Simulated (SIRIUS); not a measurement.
In:

```
CELL_PARAMETERS angstrom
3.33548 0.00000 0.00000
-1.66774 2.88861 0.00000
0.00000 0.00000 5.50914
ATOMIC_POSITIONS crystal
In 0.66667 0.33333 0.75000
In 0.33333 0.66667 0.25000
```

This isn't the form of In at room conditions, which is tetragonal.

| Quantity | Value |
| --- | --- |
| Program | SIRIUS 7.10.0 |
| Task | single point |
| Functional | PBEsol |
| Potentials or basis | PseudoDojo 0.4.1 PBEsol standard (scalar relativistic) |
| Cutoff | 960 eV |
| Density cutoff | 3840 eV |
| k mesh | 9 × 9 × 5 |
| Occupations | fermi-dirac, width 0.05 eV |
| Spin | no spin polarisation |

On this cell: pressure -1.4 GPa; largest force under 0.003 eV/Å; band gap on the k mesh none (metal or under the smearing width).

The same run follows on a disturbed copy (atoms moved at random, drawn with an rms of 0.05 Å):

```
In
1.0
     3.33548    0.00000    0.00000
    -1.66774    2.88861    0.00000
     0.00000    0.00000    5.50914
In
2
Direct
  0.67002 0.33591 0.74904
  0.32037 0.68022 0.25626
```

**Question.** What does the disturbed cell give?

**Answer.** The energy (extrapolated to zero smearing) moves by +1.3 meV/atom; pressure -1.3 GPa; largest force 0.102 eV/Å; band gap on the k mesh none (metal or under the smearing width).

Forces on the atoms (eV/Å):
```
In  -0.013  0.005  0.101
In   0.013 -0.005 -0.101
```

Stress tensor (GPa, compression positive):
```
-1.33  0.16 -0.02
 0.16 -1.18  0.01
-0.02  0.01 -1.45
```
